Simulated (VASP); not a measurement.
# PtS2: relaxation of cell and atoms with vdW-DF2

Crystal: PtS2.

```
Pt S
1.0
     3.54320    0.00000    0.00000
    -1.77160    3.06850    0.00000
     0.00000    0.00000    5.03880
Pt S
1 2
Direct
  0.00000 0.00000 0.00000
  0.66667 0.33333 0.77300
  0.33333 0.66667 0.22700
```

```json
{
 "Program": "VASP 6.6.1",
 "Task": "relaxation of cell and atoms",
 "Functional": "vdW-DF2",
 "Potentials or basis": "VASP PAW PBE potentials, release 64 (Pt, S)",
 "Cutoff": "600 eV",
 "k mesh": "9 × 9 × 5",
 "Occupations": "fermi-dirac, width 0.05 eV",
 "Spin": "no spin polarisation",
 "Further INCAR settings": "ALGO = Normal; EDIFF = 1e-07; IBRION = 2; EDIFFG = -0.01; NSW = 60; ISIF = 3"
}
```

| Item | Value |
| --- | --- |
| Relaxed volume | 21.26 Å³/atom |
| Relaxed cell | a = 3.673 Å, b = 3.673 Å, c = 5.458 Å, α = 90.00°, β = 90.00°, γ = 120.00° |
| Space group after relaxing (to 0.05 Å) | P-3m1 (No. 164) |
| Energy gained by relaxing | 202.8 meV/atom |
| Ionic steps | 13 |
| Pressure after relaxing | 0.0 GPa |
| Band gap on the k mesh | 0.91 eV, indirect (least direct gap 1.04 eV) |

Step by step:
| step | energy change (eV) | largest force (eV/Å) | pressure (GPa) | volume (Å³) |
| --- | --- | --- | --- | --- |
| 1 | 0.0000 | 2.4395 | 22.58 | 54.78 |
| 2 | 0.4089 | 1.5799 | -14.02 | 77.81 |
| 3 | -0.5911 | 0.0223 | -1.23 | 63.17 |
| 4 | -0.5936 | 0.1138 | -0.39 | 62.70 |
| 5 | -0.5938 | 0.1469 | -0.09 | 62.53 |
| 6 | -0.6017 | 0.0532 | -0.01 | 62.49 |
| 7 | -0.6053 | 0.0680 | 0.10 | 62.43 |
| 8 | -0.6053 | 0.0634 | 0.09 | 62.43 |
| 9 | -0.6059 | 0.0551 | 0.10 | 62.55 |
| 10 | -0.6072 | 0.0293 | 0.13 | 62.91 |
| 11 | -0.6082 | 0.0229 | 0.22 | 63.62 |
| 12 | -0.6067 | 0.0850 | -0.87 | 64.47 |
| 13 | -0.6083 | 0.0020 | 0.01 | 63.78 |

Final structure:
```yaml
crystal:
  lattice:
    - [3.67327, 0.00000, 0.00000]
    - [-1.83663, 3.18114, 0.00000]
    - [0.00000, 0.00000, 5.45813]
  atoms:
    - { symbol: Pt, position: [0.00000, 0.00000, 0.00000] }
    - { symbol: S, position: [0.66667, 0.33333, 0.76607] }
    - { symbol: S, position: [0.33333, 0.66667, 0.23393] }
```

Levels at points of the mesh, in eV from the valence-band top:
```csv
k point,band 9,band 10,band 11,band 12,band 13,band 14
"(0.00, 0.00, 0.00)",-0.74,-0.74,0.00,2.07,2.07,4.67
```

It took 11 min on 1 thread of Intel(R) Xeon(R) Platinum 8488C (Sapphire Rapids), on a shared host, peak memory 0.42 GiB.

Caveat: the volume moved by over 15 % at a fixed basis, so the end points are rough; the PAW data sets were made with another functional, which shifts forces and pressure a little; spin-orbit coupling is left out, which moves the levels of the heavy elements; an odd mesh through Γ misses points on the zone boundary, where band edges often lie; the volume moved by +16 % from the deposited cell, more than functionals usually miss.
